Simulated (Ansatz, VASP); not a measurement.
**SrO in VASP and in Ansatz**

```
Sr O
1.0
     0.00000    2.79228    2.79228
     2.79228    0.00000    2.79228
     2.79228    2.79228    0.00000
Sr O
1 1
Direct
  0.00000 0.00000 0.00000
  0.25000 0.25000 0.25000
```

The cell was built by a generator and needn't be a form met in nature.

Alike in both runs: task single point; functional PBE; k mesh 6 × 6 × 6; no spin polarisation.

|  | VASP | Ansatz |
| --- | --- | --- |
| version | VASP 6.6.1 | Ansatz 0.2.0 |
| potentials or method | VASP PAW PBE potentials, release 64 (Sr_sv, O) | plane waves, PAW |
| plane-wave cutoff (eV) | 520 | 420 |
| occupations | gaussian, width 0.01 eV | fixed |
| valence electrons in the cell | 16 | 16 |

```csv
,VASP,Ansatz,Ansatz less VASP
gap on the k mesh at the Fermi level (eV),2.53,2.52,-0.005
pressure (GPa),1.4,1.0,-0.46
```

A k mesh can miss the band edges. A hybrid or GW would open this gap; PBE tends to underestimate it.
